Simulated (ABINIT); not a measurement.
# CaSe (Fm-3m) in ABINIT: single point with PBE

Aim: the single point of CaSe with PBE.

Program: ABINIT 10.8.3 (patched build). These are calculated values, not measurements. Logs are shortened: lines on timing, memory, paths and dates and some standing lists are left out, and cuts for length are marked. The log counts tension as positive stress, the text compression.

**What was measured.**

A printed reference work, monograph, original work of 1988 reports, for a bulk crystal of CaSe at 2 K: band gap 3.85 eV (indirect).

The runs below are set against these values where they give the same quantity.

### Step 1. The crystal as given

Symmetry: Fm-3m, No. 225, cubic system. The conventional cell has a = 5.912 Å, b = 5.912 Å, c = 5.912 Å, α = 90.00°, β = 90.00°, γ = 90.00°. Se (site symmetry m-3m) has 6 Ca at 2.96 Å as nearest neighbours. Ca (site symmetry m-3m) has 6 Se at 2.96 Å as nearest neighbours.

### Step 2. Single point, PBE

The input, run.abi:

```
pp_dirpath "./"
pseudos "Se.upf, Ca.upf"

acell 4.1804152904 4.1804152904 4.1804152904 Angstrom
rprim
     0.0000000000     0.7071067812     0.7071067812
     0.7071067812     0.0000000000     0.7071067812
     0.7071067812     0.7071067812     0.0000000000
ntypat 2
znucl 34 20
natom 2
typat 1 2
xred
     0.5000000000     0.5000000000     0.5000000000
     0.0000000000     0.0000000000     0.0000000000

ecut 39.0

kptopt 1
ngkpt 6 6 6
nshiftk 1
shiftk 0.0 0.0 0.0

ixc 11

nband 17
occopt 3
tsmear 0.00183747

nstep 100
tolvrs 1.0e-10

iomode 3
prtwf 0
prtden 0
prteig 0
prtebands 0
enunit 2
```

Potentials or basis: PseudoDojo NC SR PBE v0.4.1 standard.

Started as:

```console
$ abinit run.abi > log 2>&1
```

run.abo:

```text
.Version 10.8.3 of ABINIT
 Symmetries : space group Fm -3 m (#225); Bravais cF (face-center cubic)
================================================================================
 Values of the parameters that define the memory need of the present run
     intxc =       0    ionmov =       0      iscf =       7    lmnmax =       6
     lnmax =       6     mgfft =      48  mpssoang =       3    mqgrid =    3001
     natom =       2  nloc_mem =       1    nspden =       1   nspinor =       1
    nsppol =       1      nsym =      48    n1xccc =    2501    ntypat =       2
    occopt =       3   xclevel =       2
       mpw =        4087          nfft =      110592          nkpt =          16
================================================================================
================================================================================

--------------------------------------------------------------------------------
------------- Echo of variables that govern the present computation ------------
--------------------------------------------------------------------------------
 -outvars: echo values of preprocessed input variables --------
            acell      7.8998399914E+00  7.8998399914E+00  7.8998399914E+00 Bohr
              amu      7.89600000E+01  4.00780000E+01
             ecut      3.90000000E+01 Hartree
           enunit           2
              ixc          11
         kptrlatt        6    0    0      0    6    0      0    0    6
          kptrlen      4.73990399E+01
            natom           2
            nband          17
            ngfft          48      48      48
             nkpt          16
            nstep         100
             nsym          48
           ntypat           2
           occopt           3
           prtden           0
        prtebands           0
           prteig           0
            prtwf           0
            rprim      0.0000000000E+00  7.0710678120E-01  7.0710678120E-01
                       7.0710678120E-01  0.0000000000E+00  7.0710678120E-01
                       7.0710678120E-01  7.0710678120E-01  0.0000000000E+00
          spgroup         225
           tolvrs      1.00000000E-10
           tsmear      1.83747000E-03 Hartree
            typat      1  2
           xangst      2.9560000001E+00  2.9560000001E+00  2.9560000001E+00
                       0.0000000000E+00  0.0000000000E+00  0.0000000000E+00
            xcart      5.5860304283E+00  5.5860304283E+00  5.5860304283E+00
                       0.0000000000E+00  0.0000000000E+00  0.0000000000E+00
             xred      5.0000000000E-01  5.0000000000E-01  5.0000000000E-01
                       0.0000000000E+00  0.0000000000E+00  0.0000000000E+00
            znucl       34.00000   20.00000

================================================================================

 chkinp: Checking input parameters for consistency.

================================================================================
== DATASET  1 ==================================================================

--- !DatasetInfo
iteration_state: {dtset: 1, }
dimensions: {natom: 2, nkpt: 16, mband: 17, nsppol: 1, nspinor: 1, nspden: 1, mpw: 4087, }
cutoff_energies: {ecut:  39.0, pawecutdg:  -1.0, }
electrons: {nelect:   2.60000000E+01, charge:   0.00000000E+00, occopt:   3.00000000E+00, tsmear:   1.83747000E-03, }
meta: {optdriver: 0, ionmov: 0, optcell: 0, iscf: 7, paral_kgb: 0, }
...

 Exchange-correlation functional for the present dataset will be:
  GGA: Perdew-Burke-Ernzerhof functional - ixc=11
  J.P.Perdew, K.Burke, M.Ernzerhof, PRL 77, 3865 (1996)

 Real(R)+Recip(G) space primitive vectors, cartesian coordinates (Bohr,Bohr^-1):
 R(1)=  0.0000000  5.5860304  5.5860304  G(1)= -0.0895090  0.0895090  0.0895090
 R(2)=  5.5860304  0.0000000  5.5860304  G(2)=  0.0895090 -0.0895090  0.0895090
 R(3)=  5.5860304  5.5860304  0.0000000  G(3)=  0.0895090  0.0895090 -0.0895090
 Unit cell volume ucvol=  3.4861004E+02 bohr^3
 Angles (23,13,12)=  6.00000000E+01  6.00000000E+01  6.00000000E+01 degrees

 getcut: wavevector=  0.0000  0.0000  0.0000  ngfft=  48  48  48
         ecut(hartree)=     39.000   => boxcut(ratio)=   2.16135

--- Pseudopotential description ------------------------------------------------
- pspini: atom type   1  psp file is ./Se.upf
12 -101130 2 -1 1214                          pspcod,pspxc,lmax,lloc,mmax
     nproj     2     2     2

- pspini: atom type   2  psp file is ./Ca.upf
12 -101130 2 -1 1766                          pspcod,pspxc,lmax,lloc,mmax
     nproj     2     2     2

   1.08856899E+03                                ecore*ucvol(ha*bohr**3)
--------------------------------------------------------------------------------

================================================================================

--- !BeginCycle
iteration_state: {dtset: 1, }
solver: {iscf: 7, nstep: 100, nline: 4, wfoptalg: 0, }
tolerances: {tolvrs: 1.00E-10, }
...

     iter   Etot(hartree)      deltaE(h)  residm     vres2
 ETOT  1  -159.22725991156    -1.592E+02 1.815E+00 2.362E+01
 ETOT  2  -160.09567345655    -8.684E-01 4.659E-02 1.718E+01
 ETOT  3  -160.09748493521    -1.811E-03 7.605E-02 2.491E-01
 ETOT  4  -160.09752073254    -3.580E-05 1.384E-02 1.839E-02
 ETOT  5  -160.09752234502    -1.612E-06 8.081E-03 1.090E-02
 ETOT  6  -160.09752334762    -1.003E-06 6.354E-03 1.041E-03
 ETOT  7  -160.09752344057    -9.296E-08 2.034E-03 1.734E-05
 ETOT  8  -160.09752344293    -2.357E-09 1.794E-03 5.614E-07
 ETOT  9  -160.09752344302    -8.697E-11 1.377E-03 3.214E-09
 ETOT 10  -160.09752344303    -1.117E-11 1.533E-03 1.513E-10
 ETOT 11  -160.09752344304    -1.506E-11 9.515E-04 1.662E-11

 At SCF step   11       vres2   =  1.66E-11 < tolvrs=  1.00E-10 =>converged.

 Cartesian components of stress tensor (hartree/bohr^3)
  sigma(1 1)= -2.97146432E-05  sigma(3 2)=  0.00000000E+00
  sigma(2 2)= -2.97146432E-05  sigma(3 1)=  0.00000000E+00
  sigma(3 3)= -2.97146432E-05  sigma(2 1)=  0.00000000E+00

--- !ResultsGS
iteration_state: {dtset: 1, }
comment   : Summary of ground state results
lattice_vectors:
- [  0.0000000,   5.5860304,   5.5860304, ]
- [  5.5860304,   0.0000000,   5.5860304, ]
- [  5.5860304,   5.5860304,   0.0000000, ]
lattice_lengths: [   7.89984,    7.89984,    7.89984, ]
lattice_angles: [ 60.000,  60.000,  60.000, ] # degrees, (23, 13, 12)
lattice_volume:   3.4861004E+02
convergence: {deltae: -1.506E-11, res2:  1.662E-11, residm:  9.515E-04, diffor: null, }
etotal    :  -1.60097523E+02
entropy   :   0.00000000E+00
fermie    :   1.89682628E-01
cartesian_stress_tensor: # hartree/bohr^3
- [ -2.97146432E-05,   0.00000000E+00,   0.00000000E+00, ]
- [  0.00000000E+00,  -2.97146432E-05,   0.00000000E+00, ]
- [  0.00000000E+00,   0.00000000E+00,  -2.97146432E-05, ]
pressure_GPa:   8.7423E-01
xred      :
- [  5.0000E-01,   5.0000E-01,   5.0000E-01, Se]
- [  0.0000E+00,   0.0000E+00,   0.0000E+00, Ca]
cartesian_forces: # hartree/bohr
- [ -0.00000000E+00,  -0.00000000E+00,  -0.00000000E+00, ]
- [ -0.00000000E+00,  -0.00000000E+00,  -0.00000000E+00, ]
force_length_stats: {min:   0.00000000E+00, max:   0.00000000E+00, mean:   0.00000000E+00, }
...

 Integrated electronic density in atomic spheres:
 ------------------------------------------------
 Atom  Sphere_radius  Integrated_density
    1        2.00000         13.29866027
    2        2.00000          7.59181607
================================================================================

 ----iterations are completed or convergence reached----

 Mean square residual over all n,k,spin=   99.688E-07; max=  95.147E-05
 reduced coordinates (array xred) for    2 atoms
       0.500000000000      0.500000000000      0.500000000000
       0.000000000000      0.000000000000      0.000000000000
 rms dE/dt=  0.0000E+00; max dE/dt=  0.0000E+00; dE/dt below (all hartree)
    1       0.000000000000      0.000000000000      0.000000000000
    2       0.000000000000      0.000000000000      0.000000000000

 cartesian coordinates (angstrom) at end:
    1      2.95600000007401     2.95600000007401     2.95600000007401
    2      0.00000000000000     0.00000000000000     0.00000000000000

 cartesian forces (hartree/bohr) at end:
    1     -0.00000000000000    -0.00000000000000    -0.00000000000000
    2     -0.00000000000000    -0.00000000000000    -0.00000000000000
 frms,max,avg= 0.0000000E+00 0.0000000E+00   0.000E+00  0.000E+00  0.000E+00 h/b

 cartesian forces (eV/Angstrom) at end:
    1     -0.00000000000000    -0.00000000000000    -0.00000000000000
    2     -0.00000000000000    -0.00000000000000    -0.00000000000000
 frms,max,avg= 0.0000000E+00 0.0000000E+00   0.000E+00  0.000E+00  0.000E+00 e/A
 length scales=  7.899839991413  7.899839991413  7.899839991413 bohr
              =  4.180415290400  4.180415290400  4.180415290400 angstroms
 Fermi (or HOMO) energy (hartree) =   0.18968   Average Vxc (hartree)=  -0.35042
 Eigenvalues (hartree) for nkpt=  16  k points:
 kpt#   1, nband= 17, wtk=  0.00463, kpt=  0.0000  0.0000  0.0000 (reduced coord)
  -1.53571   -1.53571   -1.53542   -1.53542   -1.53542   -1.30941   -0.61062   -0.61062
  -0.61062   -0.28139    0.15240    0.15240    0.15240    0.27563    0.28869    0.28875
   0.28885
      occupation numbers for kpt#   1
   2.00000    2.00000    2.00000    2.00000    2.00000    2.00000    2.00000    2.00000
   2.00000    2.00000    2.00000    2.00000    2.00000    0.00000    0.00000    0.00000
   0.00000
 prteigrs : prtvol=0 or 1, do not print more k-points.

 Fermi (or HOMO) energy (eV) =   5.16153   Average Vxc (eV)=  -9.53540
 Eigenvalues (   eV  ) for nkpt=  16  k points:
 kpt#   1, nband= 17, wtk=  0.00463, kpt=  0.0000  0.0000  0.0000 (reduced coord)
 -41.78892  -41.78892  -41.78093  -41.78093  -41.78093  -35.63090  -16.61574  -16.61574
 -16.61574   -7.65713    4.14690    4.14690    4.14690    7.50020    7.85563    7.85718
   7.85994
 prteigrs : prtvol=0 or 1, do not print more k-points.

--- !EnergyTerms
iteration_state     : {dtset: 1, }
comment             : Components of total free energy in Hartree
kinetic             :  9.16829062913581E+01
hartree             :  4.53776089662979E+01
xc                  : -3.16216242978413E+01
Ewald energy        : -8.86553272021068E+01
psp_core            :  3.12259795365743E+00
local_psp           : -1.30258407328822E+02
non_local_psp       : -4.97452778255840E+01
internal            : -1.60097523443041E+02
'-kT*entropy'       : -3.36581952583375E-12
total_energy        : -1.60097523443044E+02
total_energy_eV     : -4.35647554743368E+03
band_energy         : -2.16077966319624E+01
...

 Cartesian components of stress tensor (hartree/bohr^3)
  sigma(1 1)= -2.97146432E-05  sigma(3 2)=  0.00000000E+00
  sigma(2 2)= -2.97146432E-05  sigma(3 1)=  0.00000000E+00
  sigma(3 3)= -2.97146432E-05  sigma(2 1)=  0.00000000E+00

-Cartesian components of stress tensor (GPa)         [Pressure=  8.7423E-01 GPa]
- sigma(1 1)= -8.74234985E-01  sigma(3 2)=  0.00000000E+00
- sigma(2 2)= -8.74234985E-01  sigma(3 1)=  0.00000000E+00
- sigma(3 3)= -8.74234985E-01  sigma(2 1)=  0.00000000E+00

== END DATASET(S) ==============================================================
================================================================================

 -outvars: echo values of variables after computation  --------
            acell      7.8998399914E+00  7.8998399914E+00  7.8998399914E+00 Bohr
           etotal     -1.6009752344E+02
            fcart     -0.0000000000E+00 -0.0000000000E+00 -0.0000000000E+00
                      -0.0000000000E+00 -0.0000000000E+00 -0.0000000000E+00
            rprim      0.0000000000E+00  7.0710678120E-01  7.0710678120E-01
                       7.0710678120E-01  0.0000000000E+00  7.0710678120E-01
                       7.0710678120E-01  7.0710678120E-01  0.0000000000E+00
           strten     -2.9714643185E-05 -2.9714643185E-05 -2.9714643185E-05
                       0.0000000000E+00  0.0000000000E+00  0.0000000000E+00
           xangst      2.9560000001E+00  2.9560000001E+00  2.9560000001E+00
                       0.0000000000E+00  0.0000000000E+00  0.0000000000E+00
             xred      5.0000000000E-01  5.0000000000E-01  5.0000000000E-01
                       0.0000000000E+00  0.0000000000E+00  0.0000000000E+00
 Calculation completed.
```

Run time: 34 s. Hardware: 1 thread of AMD EPYC 7R13 (Zen 3), shared host; peak memory 0.1 GiB.

What came out:

```yaml
Free_energy: -4356.4755 eV
Pressure: 0.9 GPa
Band_gap_on_the_k_mesh: 2.03 eV, indirect (least direct gap 2.96 eV)
Valence_electrons_inside_the_program's_atomic_spheres: Se 13.30; Ca 7.59
```

### Step 3. How close it comes

Step 2. Against the measured gap of CaSe, 3.85 eV (indirect; 2 K; a printed reference work, monograph, original work of 1988), the calculated 2.03 eV is off by -1.82 eV. Spin-orbit coupling on Se is left out. The value is that of PBE on a finite k mesh, which can miss the band edges, without temperature or zero-point motion. Semilocal functionals fall short of measured gaps as a rule.
